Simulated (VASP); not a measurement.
**Zone-centre spectra of SiC (Moissanite)**

What would a Raman spectrum of SiC (Moissanite) look like? The cell is of the wurtzite type, one of the forms listed for this formula. The start is a cell from a database of measured crystal structures.

Method: LDA; plane waves and PAW (Si, C), in the first sound run; inputs show where later runs differ, in VASP 6.6.1.

## Step 1: Starting point

Symmetry: P6_3mc, No. 186, hexagonal system. The conventional cell has a = 3.076 Å, b = 3.076 Å, c = 5.048 Å, α = 90.00°, β = 90.00°, γ = 120.00°. Nearest to Si lie 4 C at 1.87 to 1.94 Å. Nearest to C lie 4 Si at 1.87 to 1.94 Å. Farther neighbours are not listed.

As a file:

```xyz
4
Lattice="3.0760 0.0000 0.0000 -1.5380 2.6639 0.0000 0.0000 0.0000 5.0480" Properties=species:S:1:pos:R:3 pbc="T T T"
Si    1.5380    0.8880    2.5240
Si    0.0000    1.7759    0.0000
C     1.5380    0.8880    4.4675
C     0.0000    1.7759    1.9435
```

## Step 2: Relaxation

Residual forces or stress would enter what follows, so a relaxation comes first. The thresholds are tight because second derivatives come next.

INCAR reads:

```
SYSTEM = SiC
PREC = Accurate
ENCUT = 520
EDIFF = 1E-08
NELM = 100
ISMEAR = 0
SIGMA = 0.01
LREAL = .FALSE.
ALGO = Normal
GGA = CA
NBANDS = 14
LWAVE = .FALSE.
LCHARG = .FALSE.
KPAR = 2
IBRION = 2
NSW = 60
ISIF = 3
EDIFFG = -0.001
```

POSCAR reads:

```
SiC
1.0
    3.0760000000      0.0000000000      0.0000000000
   -1.5380000000      2.6638941420      0.0000000000
    0.0000000000      0.0000000000      5.0480000000
Si C
2 2
Direct
    0.6666666667      0.3333333333      0.5000000000
    0.3333333333      0.6666666667      0.0000000000
    0.6666666667      0.3333333333      0.8850000000
    0.3333333333      0.6666666667      0.3850000000
```

KPOINTS reads:

```
Automatic mesh
0
Gamma
10 10 5
0 0 0
```

Potentials, in the order of the species: Si and C (PBE family, release 64).

Run with:

```console
$ mpirun -np 2 vasp_std
```

Log:

```text
[banner, memory and clock lines left out]
running    2 mpi-ranks, on    1 nodes
 distrk:  each k-point on    1 cores,    2 groups
 distr:  one band on    1 cores,    1 groups

 POSCAR found type information on POSCAR SiC
 POSCAR found :  2 types and       4 ions
|                                                                             |
|               ----> ADVICE to this user running VASP <----                  |
|                                                                             |
|     You enforced a specific xc type in the INCAR file but a different       |
|     [... a line on the potential file left out ...]
|     I HOPE YOU KNOW WHAT YOU ARE DOING!                                     |
|                                                                             |

 LDA part: xc-table for (Slater(with rela. corr.)+CA(PZ))
 , standard interpolation
 POSCAR, INCAR and KPOINTS ok, starting setup
 FFT: planning ... GRIDC
 FFT: planning ... GRID_SOFT
 FFT: planning ... GRID
 WAVECAR not read
 entering main loop
       N       E                     dE             d eps       ncg     rms          rms(c)
DAV:   1     0.260490402942E+02    0.26049E+02   -0.71492E+03  1176   0.102E+03
DAV:   2    -0.340386276041E+02   -0.60088E+02   -0.55169E+02  1612   0.174E+02
DAV:   3    -0.369795305451E+02   -0.29409E+01   -0.29277E+01  1632   0.361E+01
DAV:   4    -0.370079382203E+02   -0.28408E-01   -0.28402E-01  1314   0.430E+00
DAV:   5    -0.370083017858E+02   -0.36357E-03   -0.36354E-03  1640   0.457E-01    0.117E+01
DAV:   6    -0.332829831243E+02    0.37253E+01   -0.87923E+00  1494   0.182E+01    0.495E+00
DAV:   7    -0.331687708768E+02    0.11421E+00   -0.10105E+00  1626   0.627E+00    0.225E+00
DAV:   8    -0.331306573560E+02    0.38114E-01   -0.62993E-02  1380   0.163E+00    0.541E-01
DAV:   9    -0.331265113868E+02    0.41460E-02   -0.76973E-03  1530   0.593E-01    0.113E-01
DAV:  10    -0.331265718397E+02   -0.60453E-04   -0.69683E-04  1428   0.174E-01    0.517E-02
DAV:  11    -0.331265703448E+02    0.14949E-05   -0.22135E-05  1524   0.370E-02    0.195E-02
DAV:  12    -0.331265690983E+02    0.12465E-05   -0.26245E-06  1452   0.102E-02    0.569E-03
DAV:  13    -0.331265689204E+02    0.17793E-06   -0.11792E-06  1566   0.634E-03    0.123E-03
DAV:  14    -0.331265689321E+02   -0.11686E-07   -0.49071E-08  1428   0.161E-03    0.315E-04
DAV:  15    -0.331265689366E+02   -0.44813E-08   -0.12294E-09   870   0.288E-04
   1 F= -.33126569E+02 E0= -.33126569E+02  d E =-.331266E+02
 curvature:   0.00 expect dE= 0.000E+00 dE for cont linesearch  0.000E+00
 trial: gam= 0.00000 g(F)=  0.107E+00 g(S)=  0.236E-01 ort = 0.000E+00 (trialstep = 0.100E+01)
 search vector abs. value=  0.131E+00
 bond charge predicted
       N       E                     dE             d eps       ncg     rms          rms(c)
DAV:   1    -0.331626640439E+02   -0.36095E-01   -0.87066E+00  1248   0.226E+01    0.133E+00
DAV:   2    -0.331450498391E+02    0.17614E-01   -0.16316E-01  1584   0.314E+00    0.587E-01
DAV:   3    -0.331326866345E+02    0.12363E-01   -0.19069E-02  1452   0.118E+00    0.145E-01
DAV:   4    -0.331326901298E+02   -0.34953E-05   -0.49066E-03  1560   0.460E-01    0.106E-01
DAV:   5    -0.331326736123E+02    0.16517E-04   -0.11705E-04  1368   0.851E-02    0.667E-02
DAV:   6    -0.331326628933E+02    0.10719E-04   -0.19927E-05  1542   0.316E-02    0.128E-02
DAV:   7    -0.331326614958E+02    0.13975E-05   -0.38705E-06  1380   0.165E-02    0.481E-03
DAV:   8    -0.331326615263E+02   -0.30519E-07   -0.43780E-07  1584   0.446E-03    0.121E-03
DAV:   9    -0.331326615201E+02    0.62232E-08   -0.11769E-08  1016   0.896E-04
   2 F= -.33132662E+02 E0= -.33132662E+02  d E =-.609258E-02
[...]
3 F= -.33163462E+02 E0= -.33163462E+02  d E =-.368929E-01
[...]
4 F= -.33163462E+02 E0= -.33163462E+02  d E =-.368935E-01
[...]
5 F= -.33166143E+02 E0= -.33166143E+02  d E =-.268104E-02
[...]
6 F= -.33166249E+02 E0= -.33166249E+02  d E =-.278673E-02
[...]
7 F= -.33166258E+02 E0= -.33166258E+02  d E =-.883307E-05
 trial-energy change:   -0.000009  1 .order   -0.000009   -0.000121    0.000104
 step:   0.4756(harm=  0.4742)  dis= 0.00011  next Energy=   -33.166282 (dE=-0.327E-04)
 bond charge predicted
       N       E                     dE             d eps       ncg     rms          rms(c)
DAV:   1    -0.331662916678E+02   -0.33704E-04   -0.41801E-04  1326   0.163E-01    0.217E-02
DAV:   2    -0.331662839611E+02    0.77067E-05   -0.15733E-05  1410   0.286E-02    0.110E-02
DAV:   3    -0.331662820106E+02    0.19504E-05   -0.39375E-06  1476   0.130E-02    0.225E-03
DAV:   4    -0.331662818426E+02    0.16807E-06   -0.33700E-07  1542   0.384E-03    0.841E-04
DAV:   5    -0.331662818281E+02    0.14474E-07   -0.34603E-08  1314   0.122E-03    0.750E-04
DAV:   6    -0.331662818293E+02   -0.12371E-08   -0.22287E-09   678   0.381E-04
   8 F= -.33166282E+02 E0= -.33166282E+02  d E =-.327029E-04
 curvature:  -0.24 expect dE=-0.938E-08 dE for cont linesearch -0.251E-09
 trial: gam= 0.00309 g(F)=  0.229E-07 g(S)=  0.167E-07 ort =-0.381E-06 (trialstep = 0.800E+00)
 search vector abs. value=  0.386E-07
 reached required accuracy - stopping structural energy minimisation
```

The job ended after 25 s (2 MPI ranks of Intel Xeon 6975P-C (Granite Rapids), shared host; peak memory 0.27 GiB; 48 s of CPU time).

The logs omit lines about the potential files and the build; timing stands in the text.

Parts of OUTCAR (step 2):

```text
ion  position               nearest neighbor table
   1  0.667  0.333  0.500-   4 1.87   4 1.87   4 1.87   3 1.94   2 3.09   2 3.09   2 3.09   2 3.09
                             2 3.09   2 3.09
   2  0.333  0.667  0.000-   3 1.87   3 1.87   3 1.87   4 1.94   1 3.09   1 3.09   1 3.09   1 3.09
                             1 3.09   1 3.09
   3  0.667  0.333  0.885-   2 1.87   2 1.87   2 1.87   1 1.94
   4  0.333  0.667  0.385-   1 1.87   1 1.87   1 1.87   2 1.94

  LATTYP: Found a hexagonal cell.
 ALAT       =     3.0760000000
 C/A-ratio  =     1.6410923277

 Subroutine GETGRP returns: Found 12 space group operations
 (whereof  6 operations were pure point group operations)

The static configuration has the point symmetry C_3v.
 The point group associated with its full space group is C_6v.

 Found     42 irreducible k-points:

   k-points           NKPTS =     42   k-points in BZ     NKDIM =     42   number of bands    NBANDS=     14

   dimension x,y,z NGX =    24 NGY =   24 NGZ =   40
   dimension x,y,z NGXF=    48 NGYF=   48 NGZF=   80

   ENCUT  =  520.0 eV  38.22 Ry    6.18 a.u.   5.72  5.72  9.39*2*pi/ulx,y,z

   NELECT =      16.0000    total number of electrons

 k-points in reciprocal lattice and weights: Automatic mesh
   0.00000000  0.00000000  0.00000000       0.002
   0.10000000 -0.00000000  0.00000000       0.012
   0.20000000 -0.00000000  0.00000000       0.012
   0.30000000  0.00000000  0.00000000       0.012
   0.40000000 -0.00000000  0.00000000       0.012
   0.50000000  0.00000000  0.00000000       0.006
   0.10000000  0.10000000  0.00000000       0.012
   0.20000000  0.10000000  0.00000000       0.024
   0.30000000  0.10000000  0.00000000       0.024
[...]
0.40000000  0.20000000  0.40000000       0.024
   0.30000000  0.30000000  0.40000000       0.024

 average (electrostatic) potential at core
       1 -79.7732       2 -79.7732       3 -44.6174       4 -44.6174

 E-fermi :   8.2427

 k-point     1 :       0.0000    0.0000    0.0000
  band No.  band energies     occupation
    ...
      4       6.8680      2.00000
      5       6.8680      2.00000
      6       8.0813      2.00000
      7       8.1985      2.00000
      8       8.1985      2.00000
      9      13.0695      0.00000
     10      14.5331      0.00000
     11      14.8212      0.00000
     12      14.8212      0.00000
     13      15.9471      0.00000
    ...

 k-point     2 :       0.1000   -0.0000    0.0000
  band No.  band energies     occupation
    ...
      4       5.9190      2.00000
      5       6.5680      2.00000
      6       7.5642      2.00000
      7       7.9627      2.00000
      8       8.1000      2.00000
      9      13.4924      0.00000
     10      14.4385      0.00000
     11      15.0013      0.00000
     12      15.1747      0.00000
     13      16.1099      0.00000
    ...

 k-point     3 :       0.2000   -0.0000    0.0000
  band No.  band energies     occupation
    ...
      4       4.0104      2.00000
      5       5.9508      2.00000
      6       6.1060      2.00000
      7       7.5294      2.00000
      8       7.7856      2.00000
      9      12.6908      0.00000
     10      14.7060      0.00000
     11      15.3491      0.00000
     12      15.7656      0.00000
     13      15.8742      0.00000
    ...

  Total        0.0005549      0.0005549     -0.0008752      0.0000000      0.0000000      0.0000000
  in kB        0.0217445      0.0217445     -0.0342965      0.0000000      0.0000000      0.0000000
  external PRESSURE =       0.0030641 kB  Pullay stress =       0.0000000 kB

  energy-cutoff  :      520.00
  volume of cell :       40.89
      direct lattice vectors                 reciprocal lattice vectors
     3.063915863 -0.000000000 -0.000000000     0.326379719  0.188435419  0.000000000
    -1.531957932  2.653428973 -0.000000000     0.000000000  0.376870838 -0.000000000
    -0.000000000  0.000000000  5.029002908     0.000000000  0.000000000  0.198846574

 POSITION                                       TOTAL-FORCE (eV/Angst)
 -----------------------------------------------------------------------------------
      1.53196      0.88448      2.53771        -0.000000     -0.000000      0.000344
     -0.00000      1.76895      0.02321        -0.000000      0.000000      0.000344
      1.53196      0.88448      4.42746         0.000000      0.000000     -0.000344
     -0.00000      1.76895      1.91296         0.000000     -0.000000     -0.000344
 -----------------------------------------------------------------------------------
    total drift:                               -0.000000      0.000000     -0.000095

  FREE ENERGIE OF THE ION-ELECTRON SYSTEM (eV)
  ---------------------------------------------------
  free  energy   TOTEN  =       -33.1662818293 eV

  energy  without entropy=      -33.1662818293  energy(sigma->0) =      -33.16628183

 reached required accuracy - stopping structural energy minimisation

[... 3 further parts left out ...]
```

The PAW data sets were made with PBE, though LDA sets exist; this is a small mismatch. The run keeps the 12 symmetry operations of its start, so it cannot find a distortion of lower symmetry.

Step by step:

```tsv
step	energy less that of the first step (eV)	largest force (eV/Å)	pressure (GPa)	volume (Å³)
1	0.0000	0.7448	-2.32	41.36
2	-0.0061	0.6807	2.59	40.47
3	-0.0369	0.0683	0.01	40.88
4	-0.0369	0.0524	0.07	40.87
5	-0.0396	0.0160	0.27	40.84
6	-0.0397	0.0047	0.23	40.84
7	-0.0397	0.0046	-0.20	40.92
8	-0.0397	0.0003	0.00	40.89
```

```tsv
conventional cell, symmetrised	before	after	change
a (Å)	3.076	3.064	-0.4 %
b (Å)	3.076	3.064	-0.4 %
c (Å)	5.048	5.029	-0.4 %
volume (Å³/atom)	10.34	10.22	-1.2 %
```

The atoms that moved most (Å, as changes of fractional coordinates times the final cell):

```tsv
atom	dx	dy	dz	length
C3	0.000	0.000	-0.023	0.023
Si1	0.000	0.000	0.023	0.023
Si2	0.000	0.000	0.023	0.023
C4	0.000	0.000	-0.023	0.023
```

Final coordinates:

```cif
data_structure
_symmetry_space_group_name_H-M 'P 1'
_symmetry_Int_Tables_number 1
_cell_length_a 3.0639
_cell_length_b 3.0639
_cell_length_c 5.0290
_cell_angle_alpha 90.000
_cell_angle_beta 90.000
_cell_angle_gamma 120.000
_cell_volume 40.89
loop_
_atom_site_label
_atom_site_type_symbol
_atom_site_fract_x
_atom_site_fract_y
_atom_site_fract_z
_atom_site_occupancy
Si1 Si 0.66667 0.33333 0.50461 1
Si2 Si 0.33333 0.66667 0.00461 1
C3 C 0.66667 0.33333 0.88039 1
C4 C 0.33333 0.66667 0.38039 1
```

Numbers from this step:

| Quantity | Value |
| --- | --- |
| free energy (TOTEN) | -33.17 eV |
| Fermi energy | 8.243 eV |
| pressure | 3.06e-4 GPa |

At LDA, with these data sets, the largest force is down to 3.4e-4 eV/Å, and the volume now lies -1.2 % from that of the session's start.

## Step 3: Relaxation

The volume changed, so the plane-wave basis no longer fits the cell; a second relaxation starts from a basis rebuilt for the new cell, with the mesh that the input shows.

INCAR is that of step 2.

POSCAR reads:

```
SiC
1.0
    3.0639158633      0.0000000000      0.0000000000
   -1.5319579317      2.6534289726      0.0000000000
    0.0000000000      0.0000000000      5.0290029076
Si C
2 2
Direct
    0.6666666667      0.3333333333      0.5046146513
    0.3333333333      0.6666666667      0.0046146513
    0.6666666667      0.3333333333      0.8803853487
    0.3333333333      0.6666666667      0.3803853487
```

KPOINTS is that of step 2.

Run with:

```console
$ mpirun -np 2 vasp_std
```

Log:

```text
[banner, memory and clock lines left out]
running    2 mpi-ranks, on    1 nodes
[...]
[... a notice as in an earlier step ...]

 LDA part: xc-table for (Slater(with rela. corr.)+CA(PZ))
 , standard interpolation
 POSCAR, INCAR and KPOINTS ok, starting setup
[...]
entering main loop
       N       E                     dE             d eps       ncg     rms          rms(c)
DAV:   1     0.287051910790E+02    0.28705E+02   -0.73198E+03  1176   0.103E+03
DAV:   2    -0.340427248654E+02   -0.62748E+02   -0.57024E+02  1664   0.172E+02
DAV:   3    -0.370723895212E+02   -0.30297E+01   -0.30123E+01  1608   0.363E+01
DAV:   4    -0.371002276344E+02   -0.27838E-01   -0.27830E-01  1362   0.422E+00
[...]
DAV:  13    -0.331661615961E+02    0.18004E-06   -0.11525E-06  1560   0.621E-03    0.128E-03
DAV:  14    -0.331661616072E+02   -0.11051E-07   -0.45677E-08  1422   0.154E-03    0.416E-04
DAV:  15    -0.331661616109E+02   -0.37944E-08   -0.77920E-10   870   0.245E-04
   1 F= -.33166162E+02 E0= -.33166162E+02  d E =-.331662E+02
[...]
reached required accuracy - stopping structural energy minimisation
```

Wall time 6.2 s (2 MPI ranks); peak memory 0.25 GiB.

Parts of OUTCAR (step 3):

```text
  Total        0.0007964      0.0007964     -0.0004883     -0.0000000      0.0000000      0.0000000
  in kB        0.0312099      0.0312099     -0.0191340     -0.0000000      0.0000000      0.0000000
  external PRESSURE =       0.0144286 kB  Pullay stress =       0.0000000 kB

 POSITION                                       TOTAL-FORCE (eV/Angst)
 -----------------------------------------------------------------------------------
      1.53196      0.88448      2.53771        -0.000000     -0.000000      0.000332
     -0.00000      1.76895      0.02321         0.000000      0.000000      0.000332
      1.53196      0.88448      4.42746         0.000000     -0.000000     -0.000332
     -0.00000      1.76895      1.91296        -0.000000      0.000000     -0.000332
 -----------------------------------------------------------------------------------
    total drift:                               -0.000000      0.000000     -0.000051

  FREE ENERGIE OF THE ION-ELECTRON SYSTEM (eV)
  ---------------------------------------------------
  free  energy   TOTEN  =       -33.1661616109 eV

  energy  without entropy=      -33.1661616109  energy(sigma->0) =      -33.16616161

[... 2 parts as in an earlier step ...]

[... 2 further parts left out ...]
[key lines of the parts left out:]
E-fermi :   8.2429
```

Little changed from the start: no atom moved by 0.005 Å and no cell edge by 0.1 %.

This step gave:

- pressure: 0.001443 GPa

At LDA, with these data sets, the largest force is down to 3.3e-4 eV/Å, and the volume now lies -1.2 % from that of the session's start.

(Continued in part 2 of 7.)

[Lines on the potential files, build, host, timing and source positions are cut from VASP's logs without a mark.]

[Logs are printed without paths, hosts, clocks, repeated set-up lines and the standing remarks that a program may print on its own settings, such as how far it seeks lower states.]

[Hosts, paths, dates, database ids (printed as entryN), source tags and the programs' standing remarks are cut or masked in the printed files.]
